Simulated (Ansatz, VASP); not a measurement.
**NbH5: VASP beside Ansatz**

Contents of INCAR:

```
SYSTEM = NbH5
  PREC = Accurate
  ENCUT = 600
  EDIFF = 1E-7
  ISMEAR = 0
  SIGMA = 0.1
  LREAL = .FALSE.
  LASPH = .TRUE.
  NELM = 100
  ALGO = Normal
  ISIF = 3
  LWAVE = .FALSE.
  LCHARG = .FALSE.
  GGA = PE
  IBRION = 2
  NSW = 100
  EDIFFG = -0.01
```

KPOINTS

```
Automatic mesh
0
G
  14 14 14
  0 0 0
```

The input POSCAR:

```
NbH5
1.0
    0.0000000000      2.4881576857      2.4881576857
    2.4881576857      0.0000000000      2.4881576857
    2.4881576857      2.4881576857      0.0000000000
Nb H
1 5
Direct
    0.0000000000      0.0000000000      0.0000000000
    0.7500000000      0.7500000000      0.7500000000
    0.3743298372      0.3743298372      0.8770104885
    0.3743298372      0.8770104885      0.3743298372
    0.3743298372      0.3743298372      0.3743298372
    0.8770104885      0.3743298372      0.3743298372
```

Input for Ansatz:

```yaml
crystal:
  lattice:
    - [0.0, 2.4881576857, 2.4881576857]
    - [2.4881576857, 0.0, 2.4881576857]
    - [2.4881576857, 2.4881576857, 0.0]
  atoms:
    - { symbol: Nb, position: [0.0, 0.0, 0.0] }
    - { symbol: H, position: [0.75, 0.75, 0.75] }
    - { symbol: H, position: [0.3743298372, 0.3743298372, 0.8770104885] }
    - { symbol: H, position: [0.3743298372, 0.8770104885, 0.3743298372] }
    - { symbol: H, position: [0.3743298372, 0.3743298372, 0.3743298372] }
    - { symbol: H, position: [0.8770104885, 0.3743298372, 0.3743298372] }
basis:
  ecutwfc: 420
kpoints:
  mp_grid: { grid: [14, 14, 14] }
hamiltonian:
  xc: pbe
scf:
  occupations: { method: gaussian, width: 0.1 }
output:
  forces: true
  stress: true
  eigenvalues: true
  write_density: true
  write_potential: true
  elf: true
  volumetric_format: npy
relax:
  adjacent_minimum: "off"
  f_tol: 0.01
  max_steps: 80
  cell: { stress_tol: 0.05 }
```

Change from the starting cell: species swapped into the TmCu5 type (F-43m, No. 216).

Alike in both runs: task relaxation of cell and atoms; functional PBE; k mesh 14 × 14 × 14; occupations gaussian, width 0.1 eV; no spin polarisation.

|  | VASP | Ansatz |
| --- | --- | --- |
| version | VASP 6.6.1 | Ansatz 0.2.0 |
| potentials or method | VASP PAW PBE potentials, release 64 (Nb_sv, H) | scalar-relativistic, plane waves, PAW |
| plane-wave cutoff (eV) | 600 | 420 |
| valence electrons in the cell | 18 | 18 |

Ansatz gave:

* gap on the k mesh at the Fermi level, each at its own relaxed structure (eV): none
* relaxed volume (Å³/atom): 5.13
* relaxed cell length with the largest relative difference (Å): 3.518

Question: What did VASP give for the same quantities?

Answer: gap on the k mesh at the Fermi level, each at its own relaxed structure (eV): none; relaxed volume (Å³/atom): 5.12; relaxed cell length with the largest relative difference (Å): 3.514.

A gap of «none» marks a metal or a gap that the smearing closes.
